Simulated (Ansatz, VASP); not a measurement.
AgCl: VASP beside Ansatz

Contents of INCAR:

```
SYSTEM = AgCl
PREC = Accurate
ENCUT = 520
EDIFF = 1E-6
ISMEAR = 0
SIGMA = 0.05
LREAL = .FALSE.
LASPH = .TRUE.
NELM = 100
ALGO = Normal
ISIF = 2
LWAVE = .FALSE.
LCHARG = .FALSE.
GGA = PS
NBANDS = 16
```

Contents of KPOINTS:

```
Automatic mesh
0
G
  8 8 8
  0 0 0
```

POSCAR

```
AgCl
1.0
    0.0727951875      2.7731500000      2.7731500000
    2.8459451875      0.0000000000      2.8459451875
    2.7731500000      2.7731500000      0.0727951875
Ag Cl
1 1
Direct
    0.5000000000      0.5000000000      0.5000000000
    0.0000000000      0.0000000000      0.0000000000
```

Input for Ansatz:

```yaml
crystal:
  lattice:
    - [0.0727951875, 2.77315, 2.77315]
    - [2.8459451875, 0.0, 2.8459451875]
    - [2.77315, 2.77315, 0.0727951875]
  atoms:
    - { symbol: Ag, position: [0.5, 0.5, 0.5] }
    - { symbol: Cl, position: [0.0, 0.0, 0.0] }
basis:
  ecutwfc: 420
kpoints:
  mp_grid: { grid: [8, 8, 8] }
hamiltonian:
  xc: pbesol
scf:
  occupations: { method: gaussian, width: 0.05 }
output:
  forces: true
  stress: true
  eigenvalues: true
```

Change from the starting cell: strain +0.0525 x Voigt [0, 0, 0, 0, 1, 0], atoms carried along.

Alike in both runs: task single point; functional PBEsol; k mesh 8 × 8 × 8; occupations gaussian, width 0.05 eV; no spin polarisation.

```csv
,VASP,Ansatz
version,VASP 6.6.1,Ansatz 0.2.0
potentials or method,"VASP PAW PBE potentials, release 64 (Ag, Cl)","scalar-relativistic, plane waves, PAW"
plane-wave cutoff (eV),520,420
valence electrons in the cell,18,26
```

Ansatz gave:

* gap on the k mesh at the Fermi level (eV): 0.68
* least direct gap on the mesh (eV): 2.93
* pressure (GPa): -2.7
* largest component of the traceless stress (GPa): 0.35

Task: Which values does VASP return?

Result: gap on the k mesh at the Fermi level (eV): 0.68; least direct gap on the mesh (eV): 2.93; pressure (GPa): -2.8; largest component of the traceless stress (GPa): 0.35.

With one functional, cell and mesh, what is left measures potentials, basis and numerics. The two sets of potentials don't hold the same shells in valence.

Caveats: the PAW data sets were made with another functional, which shifts forces and pressure a little (VASP). A k mesh can miss the band edges.
